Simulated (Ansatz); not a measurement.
# Ge (Fd-3m) in Ansatz: notebook, part 2 of 2

Ansatz 0.2.0. The steps go on from the part before.

## Step 3: Single point, HSE06, 21.28 Å³/atom (volume scaled by 0.94)

Contents of input:

```
crystal:
  lattice:
    - [0.0, 2.7711609388, 2.7711609388]
    - [2.7711609388, 0.0, 2.7711609388]
    - [2.7711609388, 2.7711609388, 0.0]
  atoms:
    - { symbol: Ge, position: [0.75, 0.75, 0.75] }
    - { symbol: Ge, position: [0.5, 0.5, 0.5] }
hamiltonian:
  xc: hse06
  pseudopotentials: { kind: paw }
kpoints:
  mp_grid: { grid: [6, 6, 6] }
scf:
  occupations: { method: fermi_dirac, width: 0.05 }
output:
  forces: true
  stress: true
  eigenvalues: true
```

Potentials or basis: Ansatz PAW.

Output:

```text
Warning: output.stress: scf.convergence.dr2_threshold = 1e-7 eV (the SCF's general default) is looser than the 2e-10 eV advised for a printed stress (1e-10 eV for each atom of the cell: 2). What an SCF threshold leaves in a stress goes as its square root, and in the free energy as the threshold itself, and one threshold admits the most on a small cell: of the crystals measured, under no hybrid functional and no lock of the moments, on runs that ended without the residual-converged pass, on stresses that held no estimate of that error, the worst erred by over 100 MPa in a component at 1e-7 eV an atom and by under 5 at 1e-10. Set scf.convergence.dr2_threshold to 2e-10 eV or tighter. The threshold is an SCF's pass mark: one that does not reach it within its budget of iterations ends unconverged, or closes short of it on a stop that the run arms, and scf.convergence.dr2_threshold's page says what that costs each kind of run
Warning: output.stress: scf.exx.energy_threshold = 1e-6 eV is looser than the 2e-8 eV advised for a stress under a hybrid functional (1e-8 eV for each atom of the cell: 2). Every SCF of the exchange loop can meet its threshold on dr2 while the loop round them stops early: no threshold on dr2 bounds what that leaves in the stress. Set scf.exx.energy_threshold to 2e-8 eV or tighter. The threshold is the loop's pass mark: a loop that does not reach it within its budget of cycles ends unconverged, and scf.exx.energy_threshold's page has the law
GPUs: using 1 of 1 available (devices: 1).
Engine: ansatz 0.2.0, x86_64-unknown-linux-gnu
Pseudopotentials: kind: paw
Pseudopotential: Ge, paw, valence charge 14, recommended cutoff 420 eV (normal), Ge.paw.azcp
Functional definition: HSE06
  parameter a = 0.25
  parameter omega = 0.11/bohr
  exchange = pbe_x - a*pbe_x_sr(omega) + a*exact_x_sr(omega)
  correlation = pbe_c
device memory: the entry about to start is reckoned to put 0.5 GiB on a device that reports 65.6 GiB free (of which the cap on the GPU budget leaves the run 18.0 GiB)
GPU FFT provider: cuFFT
GPU libraries: cuBLAS 13.8.2, cuFFT 12.4.0, cuSOLVER 12.3.4
Crystal: 2 atoms, lattice volume = 42.561 Å³
Basis set: ecut = 420 eV, 869 PW (Γ), exchange–correlation on 54×54×54 points (8 copies of the dense FFT grid, shifted against one another)
Bands: 18, of which v1, the nominal top of the filled ones, is band 14 counted from 1 (13 counted from 0)
Symmetry: 48 space group operations
Space group: Fd-3m (ITA 227), of the structure as read, at distance tolerance 3.5e-5 Å
k-points: 16 of 216
Non-local potential: Ge, projectors of the file, l = 0: 2, l = 1: 2, l = 2: 3, l = 3: 1
PAW form: soft (Blöchl's): semilocal exchange-correlation on the pseudo side does not see the compensation charge
PAW frozen core: Ge, regenerated for the run's functional, and the local potential with it (the file was generated under x = pbe(κ = 0.804, μ = 0.2195149727645171), c = pbe(β = 0.06672455060314922))
PAW one-centre angular grid: Ge, 590 points (default); XC on 64 Gauss nodes
Initial density: superposition of atomic densities (neutral atoms: chi_scale 0, normalization atom), corrected by the library's trained network
Initial wavefunctions: pseudopotential atomic-orbital guess
GPU buffer pool allocated for 19683 grid points (all kernels)
GPU transforms: local potential and band sums: pruned to the plane-wave sphere, on 25×27×27
Functional: x = pbe(κ = 0.804, μ = 0.2195149727645171), c = pbe(β = 0.06672455060314922), warm-up for x = pbe(κ = 0.804, μ = 0.2195149727645171) + 0.25 (exact − pbe) at short range (hse, ω = 0.20786987370883472 Å⁻¹), c = pbe(β = 0.06672455060314922); HSE06 as pw.x's `hse` composes it (authors' and Libxc's form: `xc: wpbeh`)
[... 41 lines left out ...]
Stability not checked: this state was not tested for a lower state beside it, because the functional holds exact exchange (a hybrid, or Hartree-Fock), whose exchange loop this test does not read (fock_operator; see scf.lower_state_search)
Free energy (F): -8591.612097 eV
Frozen-core exchange: fock
Harris-Foulkes:  -8591.612097 eV  (|F-HF|=4.40e-10)
Internal energy: -8591.612095 eV  (E = F + TS)
E sigma→0 (E₀):  -8591.612096 eV
Entropy (-TS):   -0.000001 eV (-0.001 meV/atom)
Fermi energy:    9.601398 eV
--- Per-component energies (eV) ---
  E_band       = -353.607068
  E_kinetic    = 223.288211
  E_local      = -4856.423406  (includes V_loc(G=0)·N_el)
  E_nonlocal   = 840.348470
  E_hartree    = 2140.163017
  E_xc         = -122.449492
  E_vxc        = -104.859372  (∫ρ·V_xc dr)
  E_exx        = -109.263057  (= α·E_x^exact, valence–valence)
  E_paw        = -3963.413210  (= ΣΔE_a)
  E_vpaw       = -517.760172  (= ΣTr[D̂ρ^β])
  E_aug_tail   = 0.000841  (compensation charges beyond the density's cutoff)
  E_ewald      = -2743.132721
  E_core_change = -0.730747  (= ΣΔE_core)
  E_smearing   = -0.000001  (= −TS)
  E_closure    = 0.000000  (closes the sum)
  Σ components = -8591.612097   (vs F -8591.612097, Δ=0.00e0)
--- Forces (eV/Å), atoms counted from 1 ---
  atom   1  Ge     0.00000000    -0.00000000     0.00000000
  atom   2  Ge     0.00000000     0.00000000    -0.00000000
  max |Σ_I F_I| component: 2.31e-17 eV/Å
--- Stress (GPa, compression-positive) ---
        6.564255      -0.000000      -0.000000
        0.000000       6.564255      -0.000000
       -0.000000      -0.000000       6.564255
  P = ⅓ Tr σ = 6.5643 GPa (65.643 kbar)
--- Band table (eV; the first three rows and the last of 16) ---
  k-point 0: bands = ["-18.9287", "-18.9287", "-18.9287", "-18.8858", "-18.8858", "-18.6420", "-18.6420", "-18.6420", "-18.6179", "-18.6179", "-5.4719", "9.1015", "9.1015", "9.1015", "10.6253", "12.3419", "12.3419", "12.3419"]
  k-point 1: bands = ["-18.9429", "-18.9429", "-18.9239", "-18.8650", "-18.8650", "-18.6583", "-18.6583", "-18.6475", "-18.6051", "-18.6051", "-5.0766", "5.8126", "8.5076", "8.5076", "11.0493", "13.1259", "13.1259", "14.3960"]
  k-point 2: bands = ["-18.9550", "-18.9550", "-18.9142", "-18.8425", "-18.8425", "-18.6726", "-18.6726", "-18.6587", "-18.5950", "-18.5950", "-3.9702", "2.3016", "7.7532", "7.7532", "10.3916", "13.6636", "13.6636", "17.3125"]
  k-point 15: bands = ["-18.9818", "-18.9818", "-18.8344", "-18.8344", "-18.7536", "-18.7536", "-18.7111", "-18.7111", "-18.5643", "-18.5643", "-0.7703", "-0.7703", "4.7368", "4.7368", "12.5013", "12.5013", "16.9052", "16.9052"]
```

Run time: 14 s. Hardware: 1 × NVIDIA H100 80GB HBM3 with 2 threads of AMD EPYC 7R13 (Zen 3), shared host; peak memory 2 GiB.

Results:

```
Free energy            : -8591.6121 eV
Pressure               : 6.6 GPa
Band gap on the k mesh : 1.04 eV, indirect (least direct gap 1.52 eV)
```

Caveat: the PAW data sets come from PBE, with cores solved anew for the run's functional, which leaves a small shift of forces and pressure; the thresholds are loose for stress.

## Step 4: Single point, HSE06, 21.73 Å³/atom (volume scaled by 0.96)

input, as its differences from that of step 3:

```diff
@@ -2,5 +2,5 @@
   lattice:
-    - [0.0, 2.7711609388, 2.7711609388]
-    - [2.7711609388, 0.0, 2.7711609388]
-    - [2.7711609388, 2.7711609388, 0.0]
+    - [0.0, 2.7906767997, 2.7906767997]
+    - [2.7906767997, 0.0, 2.7906767997]
+    - [2.7906767997, 2.7906767997, 0.0]
   atoms:
```

It took 14 s on 1 × NVIDIA H100 80GB HBM3 with 2 threads of AMD EPYC 7R13 (Zen 3), shared host; peak memory 2 GiB.

It converged, with:

```
Free energy            : -8591.6433 eV
Pressure               : 4.5 GPa
Band gap on the k mesh : 0.96 eV, indirect (least direct gap 1.30 eV)
```

Caveat: the PAW data sets come from PBE, with cores solved anew for the run's functional, which leaves a small shift of forces and pressure; the thresholds are loose for stress.

## Step 5: Single point, HSE06, 22.19 Å³/atom (volume scaled by 0.98)

input, as its differences from that of step 4:

```diff
@@ -2,5 +2,5 @@
   lattice:
-    - [0.0, 2.7906767997, 2.7906767997]
-    - [2.7906767997, 0.0, 2.7906767997]
-    - [2.7906767997, 2.7906767997, 0.0]
+    - [0.0, 2.8099234548, 2.8099234548]
+    - [2.8099234548, 0.0, 2.8099234548]
+    - [2.8099234548, 2.8099234548, 0.0]
   atoms:
```

Wall time 15 s (1 × NVIDIA H100 80GB HBM3 with 2 threads of AMD EPYC 7R13 (Zen 3), shared host); peak memory 2 GiB.

It converged, with:

```yaml
Free_energy: -8591.6635 eV
Pressure: 2.7 GPa
Band_gap_on_the_k_mesh: 0.88 eV, indirect (least direct gap 1.08 eV)
```

Caveat: the PAW data sets come from PBE, with cores solved anew for the run's functional, which leaves a small shift of forces and pressure; the thresholds are loose for stress.

## Step 6: Single point, HSE06, 22.64 Å³/atom

input, as its differences from that of step 5:

```diff
@@ -2,5 +2,5 @@
   lattice:
-    - [0.0, 2.8099234548, 2.8099234548]
-    - [2.8099234548, 0.0, 2.8099234548]
-    - [2.8099234548, 2.8099234548, 0.0]
+    - [0.0, 2.82891, 2.82891]
+    - [2.82891, 0.0, 2.82891]
+    - [2.82891, 2.82891, 0.0]
   atoms:
@@ -19 +19,5 @@
   eigenvalues: true
+  write_density: true
+  write_potential: true
+  elf: true
+  volumetric_format: npy
```

Potentials or basis: Ansatz PAW.

Wall time 14 s (1 × NVIDIA H100 80GB HBM3 with 2 threads of AMD EPYC 7R13 (Zen 3), shared host); peak memory 2.1 GiB.

Results (log left out):

* Free energy: -8591.6738 eV
* Pressure: 1.0 GPa
* Band gap on the k mesh: 0.81 eV, indirect (least direct gap 0.87 eV)

Caveat: the PAW data sets come from PBE, with cores solved anew for the run's functional, which leaves a small shift of forces and pressure; the thresholds are loose for stress.

## Step 7: Single point, HSE06, 23.09 Å³/atom (volume scaled by 1.02)

Contents of input:

```
crystal:
  lattice:
    - [0.0, 2.8476450493, 2.8476450493]
    - [2.8476450493, 0.0, 2.8476450493]
    - [2.8476450493, 2.8476450493, 0.0]
  atoms:
    - { symbol: Ge, position: [0.75, 0.75, 0.75] }
    - { symbol: Ge, position: [0.5, 0.5, 0.5] }
hamiltonian:
  xc: hse06
  pseudopotentials: { kind: paw }
kpoints:
  mp_grid: { grid: [6, 6, 6] }
scf:
  occupations: { method: fermi_dirac, width: 0.05 }
output:
  forces: true
  stress: true
  eigenvalues: true
```

Wall time 15 s (1 × NVIDIA H100 80GB HBM3 with 2 threads of AMD EPYC 7R13 (Zen 3), shared host); peak memory 2.1 GiB.

Results (log left out):

```
Free energy            : -8591.6753 eV
Pressure               : -0.5 GPa
Band gap on the k mesh : 0.66 eV, direct
```

Caveat: the PAW data sets come from PBE, with cores solved anew for the run's functional, which leaves a small shift of forces and pressure; the thresholds are loose for stress.

## Step 8: Single point, HSE06, 23.54 Å³/atom (volume scaled by 1.04)

input, as its differences from that of step 7:

```diff
@@ -2,5 +2,5 @@
   lattice:
-    - [0.0, 2.8476450493, 2.8476450493]
-    - [2.8476450493, 0.0, 2.8476450493]
-    - [2.8476450493, 2.8476450493, 0.0]
+    - [0.0, 2.8661367691, 2.8661367691]
+    - [2.8661367691, 0.0, 2.8661367691]
+    - [2.8661367691, 2.8661367691, 0.0]
   atoms:
```

It took 24 s on 1 × NVIDIA H100 80GB HBM3 with 2 threads of AMD EPYC 7R13 (Zen 3), shared host; peak memory 2.1 GiB.

The run converged. Its results:

* Free energy: -8591.6690 eV
* Pressure: -1.8 GPa
* Band gap on the k mesh: 0.46 eV, direct

Caveat: the PAW data sets come from PBE, with cores solved anew for the run's functional, which leaves a small shift of forces and pressure; the thresholds are loose for stress.

## Step 9: Single point, HSE06, 24.00 Å³/atom (volume scaled by 1.06)

input, as its differences from that of step 8:

```diff
@@ -2,5 +2,5 @@
   lattice:
-    - [0.0, 2.8661367691, 2.8661367691]
-    - [2.8661367691, 0.0, 2.8661367691]
-    - [2.8661367691, 2.8661367691, 0.0]
+    - [0.0, 2.8843929095, 2.8843929095]
+    - [2.8843929095, 0.0, 2.8843929095]
+    - [2.8843929095, 2.8843929095, 0.0]
   atoms:
```

Potentials or basis: Ansatz PAW.

Wall time 15 s (1 × NVIDIA H100 80GB HBM3 with 2 threads of AMD EPYC 7R13 (Zen 3), shared host); peak memory 2 GiB.

Results (log left out):

```yaml
Free_energy: -8591.6557 eV
Pressure: -2.9 GPa
Band_gap_on_the_k_mesh: 0.26 eV, direct
```

Caveat: the PAW data sets come from PBE, with cores solved anew for the run's functional, which leaves a small shift of forces and pressure; the thresholds are loose for stress.

## Step 10: Equation of state, HSE06

This step only gathers the single runs of the series.

What came out:

```
Equilibrium volume                      : 22.95 Å³/atom
Bulk modulus                            : 73 GPa
Pressure derivative of the bulk modulus : 4.7
```

Energy against volume, from the lowest point:
```csv
volume (Å³/atom),energy (meV/atom)
21.281,31.62
21.733,16.01
22.186,5.93
22.639,0.76
23.092,0.00
23.545,3.17
23.997,9.84
```

Caveat: the PAW data sets were made with another functional, which shifts forces and pressure a little.

## Step 11: How close it comes

Step 2. Against the measured gap of Ge, 0.744 eV (indirect; 0 K; “Temperature-dependent photoluminescence in Ge: experiment and theory”, 2020, arxiv:2003.00143), the calculated 0.81 eV is off by +0.06 eV. 2 values of this kind are on record (0.666 to 0.744 eV); this one was drawn at random. Spin-orbit coupling on Ge is left out. The value is that of HSE06, without temperature or zero-point motion.

Step 10. A measured bulk modulus of Ge is 75.8 GPa (quoted in “Sub-monolayer structures of Ag overlayers on Ge(111): experimental observations and first-principles study”, 2019, arxiv:1908.00180); the calculated 73 GPa misses it by -3.8 %. The fit is for a static lattice scaled at fixed shape and fixed fractional positions. The cell as given is a measured one (22.64 Å³/atom); HSE06 puts the equilibrium volume +1.4 % from it, thermal expansion not counted.
